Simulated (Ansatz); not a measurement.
ZnS, DFT, PBEsol, all-electron LAPW, scalar-relativistic (Ansatz 0.2.0), run on 1 thread of Arm Neoverse V2 on a shared host.

The cell is COD entry 9000107, as deposited and not checked against the literature; nothing was relaxed. The listed cell was then made from it by scaling, straining or moving an atom.

Command: `ansatz run input.yaml --threads 1 --pin off --max-ram 3072MiB --backend cpu --events-out ev --progress --plain --runs-dir out`

```yaml
crystal:
  lattice:
    - [0.0, 2.650557, 2.70465]
    - [2.650557, 0.0, 2.70465]
    - [2.650557, 2.650557, 0.0]
  atoms:
    - { symbol: Zn, position: [0.0, 0.0, 0.0] }
    - { symbol: S, position: [0.75, 0.75, 0.75] }
kpoints:
  mp_grid: { grid: [8, 8, 8] }
  band_path:
    path:
      - [0.0, 0.0, 0.0]
      - [0.5, 0.0, 0.5]
      - [0.75, 0.25, 0.5]
      - [0.5, 0.5, 0.5]
      - [0.0, 0.0, 0.0]
      - [0.5, 0.5, 0.0]
      - [0.62995, 0.62995, 0.2599]
      - [0.37005, 0.37005, 0.7401]
      - [0.0, 0.0, 0.0]
    npoints: 5
scf:
  occupations: { method: fermi_dirac, width: 0.01 }
hamiltonian:
  xc: pbesol
  pseudopotentials: { kind: all_electron, lapw: { basis_error: 0.00025 } }
output:
  forces: true
  stress: true
  eigenvalues: true
```

(1) How large is the problem that the program sets up?

(2) Estimate the wall time and the peak memory.

## Answers

(1) 59 irreducible k-points, 533 plane waves at Γ, 21 bands.

(2) 25 s of wall time for 7 SCF iterations, with a peak of 0.35 GiB. Times on shared machines scatter by tens of per cent.
